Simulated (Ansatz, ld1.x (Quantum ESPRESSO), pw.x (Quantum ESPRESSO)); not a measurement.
pw.x on fcc Ru: one setting changed

Potential: PAW, ld1.x (Quantum ESPRESSO) 7.5, PBE; core [Kr], reference 4d7 5s0.5 5p0; waves: 5s (bound): rcut 2.20, rcutus 2.68 bohr; 5s channel at -0.05 Ry: rcut 2.20, rcutus 2.68 bohr; 5p (bound, empty): rcut 2.75, rcutus 3.30 bohr; 5p channel at 0.8 Ry: rcut 2.75, rcutus 3.30 bohr; 4d (bound): rcut 1.40, rcutus 1.75 bohr; 4d channel at 2.35 Ry: rcut 1.40, rcutus 1.75 bohr; local part: all-electron potential smoothed inside 2.55 bohr (lloc = -1); core correction: none; augmentation: PSQ, radius 1.55 bohr.

The reference run (k-mesh 15³, cutoffs 70/560 Ry, Fermi–Dirac 0.01 Ry, mixing_beta 0.4, conv_thr 1e-9, no spin) gives 4.49 GPa at 13.814 Å³/atom, where all-electron LAPW gives 0.83 GPa. This run, with its own iteration cap, changes smearing to mv.

```
&control
  calculation='scf', prefix='x', pseudo_dir='./', outdir='./tmp', tstress=.true., disk_io='none'
/
&system
  ibrav=0, nat=1, ntyp=1, ecutwfc=70, ecutrho=560, nbnd=11,
  occupations='smearing', smearing='mv', degauss=0.01
/
&electrons
  conv_thr=1e-09, mixing_beta=0.4, electron_maxstep=50
/
ATOMIC_SPECIES
Ru 1.0 Ru.UPF
CELL_PARAMETERS angstrom
  0.00000000 1.90442183 1.90442183
  1.90442183 0.00000000 1.90442183
  1.90442183 1.90442183 0.00000000
ATOMIC_POSITIONS crystal
Ru 0.0000 0.0000 0.0000
K_POINTS automatic
15 15 15 0 0 0
```

```bash
pw.x < Ru.scf.in > Ru.scf.out
```

Problem. How does the run end?

Solution. It converges in 12 iterations; the free energy moves by +31.4 meV/atom and the pressure by -0.65 GPa. This scheme is built to cancel the term in the square of the width that Fermi–Dirac smearing leaves in the F of a metal.

```
Message from routine setup:
     using ibrav=0 with symmetry is DISCOURAGED, use correct ibrav instead
     lattice parameter (alat)  =       5.0895  a.u.
     unit-cell volume          =      93.2215 (a.u.)^3
     number of electrons       =         8.00
     number of Kohn-Sham states=           11
     kinetic-energy cutoff     =      70.0000  Ry
     charge density cutoff     =     560.0000  Ry
     scf convergence threshold =      1.0E-09
     Exchange-correlation= SLA  PW   PBX  PBC
     number of k points=   120  Marzari-Vanderbilt smearing, width (Ry)=  0.0100
     iteration #  1     ecut=    70.00 Ry     beta= 0.40
     total energy              =    -289.76981214 Ry
     estimated scf accuracy    <       0.41505232 Ry
     iteration #  2     ecut=    70.00 Ry     beta= 0.40
     total energy              =    -289.80922387 Ry
     estimated scf accuracy    <       0.01955852 Ry
     iteration #  3     ecut=    70.00 Ry     beta= 0.40
     total energy              =    -289.81739172 Ry
     estimated scf accuracy    <       0.00147409 Ry
     [... 6 iterations left out ...]
     iteration # 10     ecut=    70.00 Ry     beta= 0.40
     total energy              =    -289.81598082 Ry
     estimated scf accuracy    <          8.3E-09 Ry
     iteration # 11     ecut=    70.00 Ry     beta= 0.40
     total energy              =    -289.81598082 Ry
     estimated scf accuracy    <          2.7E-09 Ry
     iteration # 12     ecut=    70.00 Ry     beta= 0.40
     the Fermi energy is    16.1534 ev
!    total energy              =    -289.81598082 Ry
     estimated scf accuracy    <          1.2E-10 Ry
     smearing contrib. (-TS)   =       0.00006673 Ry
     convergence has been achieved in  12 iterations
          total   stress  (Ry/bohr**3)                   (kbar)     P=       38.41
     Message from routine punch:
     Nothing written, as per user request (disk_io='none')
```

The run took about 30 s on one core of a shared host (Neoverse-V1, 32 threads, 247 GiB, load 10).
